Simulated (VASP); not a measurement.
Input of a VASP 6.6.1 run:

File O.cif:

```cif
data_O
_cell_length_a 3.34989581
_cell_length_b 3.34989581
_cell_length_c 11.19599856
_cell_angle_alpha 90.00000000
_cell_angle_beta 90.00000000
_cell_angle_gamma 120.00000000
_space_group_name_H-M_alt 'R-3m'
_space_group_name_Hall '-R 3 2"'
_space_group_IT_number 166
loop_
_space_group_symop_operation_xyz
'x,y,z'
'-x,-y,-z'
'-y,x-y,z'
'y,-x+y,-z'
'-x+y,-x,z'
'x-y,x,-z'
'y,x,-z'
'-y,-x,z'
'x-y,-y,-z'
'-x+y,y,z'
'-x,-x+y,-z'
'x,x-y,z'
'x+2/3,y+1/3,z+1/3'
'-x+2/3,-y+1/3,-z+1/3'
'-y+2/3,x-y+1/3,z+1/3'
'y+2/3,-x+y+1/3,-z+1/3'
'-x+y+2/3,-x+1/3,z+1/3'
'x-y+2/3,x+1/3,-z+1/3'
'y+2/3,x+1/3,-z+1/3'
'-y+2/3,-x+1/3,z+1/3'
'x-y+2/3,-y+1/3,-z+1/3'
'-x+y+2/3,y+1/3,z+1/3'
'-x+2/3,-x+y+1/3,-z+1/3'
'x+2/3,x-y+1/3,z+1/3'
'x+1/3,y+2/3,z+2/3'
'-x+1/3,-y+2/3,-z+2/3'
'-y+1/3,x-y+2/3,z+2/3'
'y+1/3,-x+y+2/3,-z+2/3'
'-x+y+1/3,-x+2/3,z+2/3'
'x-y+1/3,x+2/3,-z+2/3'
'y+1/3,x+2/3,-z+2/3'
'-y+1/3,-x+2/3,z+2/3'
'x-y+1/3,-y+2/3,-z+2/3'
'-x+y+1/3,y+2/3,z+2/3'
'-x+1/3,-x+y+2/3,-z+2/3'
'x+1/3,x-y+2/3,z+2/3'
loop_
_atom_site_label
_atom_site_type_symbol
_atom_site_symmetry_multiplicity
_atom_site_Wyckoff_symbol
_atom_site_fract_x
_atom_site_fract_y
_atom_site_fract_z
_atom_site_occupancy
O1 O 6 c 0.0000000000 0.0000000000 0.0546147200 1
```

POSCAR

```
O 
 1.0000000000000000
     3.3498958100000000    0.0000000000000000    0.0000000000000000
    -1.6749479049999993    2.9010948714910496    0.0000000000000000
     0.0000000000000000    0.0000000000000000   11.1959985599999996
 O  
   6
Cartesian
  0.0000000000000000  0.0000000000000000  0.6114663264748031
  0.0000000000000000  0.0000000000000000 10.5845322335251968
  1.6749479050000000  0.9670316238303498  4.3434658464748033
  1.6749479050000000  0.9670316238303498  3.1205331935251963
  0.0000000000000004  1.9340632476606996  8.0754653664748020
  0.0000000000000004  1.9340632476606996  6.8525327135251963
```

Contents of INCAR.step1:

```
PREC = Accurate ; ENCUT = 500
EDIFF = 1E-6 ; ISMEAR = 0
SIGMA = 0.05 ; LREAL = F
LASPH = T ; NELM = 100
ALGO = Normal ; ISIF = 2
LWAVE = F ; LCHARG = T
GGA = PE ; IVDW = 202
```

Contents of KPOINTS.step1:

```
Automatic mesh
0
Gamma
  9 9 3
```

File INCAR.step2:

```
PREC = Accurate ; ENCUT = 500
EDIFF = 1E-6 ; ISMEAR = 0
SIGMA = 0.05 ; LREAL = F
LASPH = T ; NELM = 100
ALGO = Normal ; ISIF = 2
LWAVE = F ; LCHARG = F
GGA = PE ; IVDW = 202
ICHARG = 11
```

File KPOINTS.step2:

```
path GMKGALHA,LM,KH
10
line-mode
reciprocal
 0.0000000000  0.0000000000  0.0000000000  G
 0.5000000000  0.0000000000  0.0000000000  M

 0.5000000000  0.0000000000  0.0000000000  M
 0.3333333333  0.3333333333  0.0000000000  K

 0.3333333333  0.3333333333  0.0000000000  K
 0.0000000000  0.0000000000  0.0000000000  G

 0.0000000000  0.0000000000  0.0000000000  G
 0.0000000000  0.0000000000  0.5000000000  A

 0.0000000000  0.0000000000  0.5000000000  A
 0.5000000000  0.0000000000  0.5000000000  L

 0.5000000000  0.0000000000  0.5000000000  L
 0.3333333333  0.3333333333  0.5000000000  H

 0.3333333333  0.3333333333  0.5000000000  H
 0.0000000000  0.0000000000  0.5000000000  A

 0.5000000000  0.0000000000  0.5000000000  L
 0.5000000000  0.0000000000  0.0000000000  M

 0.3333333333  0.3333333333  0.0000000000  K
 0.3333333333  0.3333333333  0.5000000000  H
```

Potentials or basis: VASP PAW PBE potentials, release 54 (O).

Launch:

```bash
$ ase convert -i cif -o vasp O.cif POSCAR
$ cat potpaw_PBE.54/O/POTCAR > POTCAR
$ cp INCAR.step1 INCAR
$ cp KPOINTS.step1 KPOINTS
$ mpirun -np 1 vasp_std > vasp.out
$ cp INCAR.step2 INCAR
$ cp KPOINTS.step2 KPOINTS
$ mpirun -np 1 vasp_std > vasp.out
```

(1) Predict the dispersion energy per atom.

(2) Estimate the band gap along the path.

Answers

(1) -0.043 eV.

(2) none (metal or under the smearing width).

Caveat: the log is that of the step along the path at fixed density, whose energy, stress, charges and moments have no meaning; the standard files for N, O and F lose accuracy on very short bonds; spin is off for a triplet molecule.
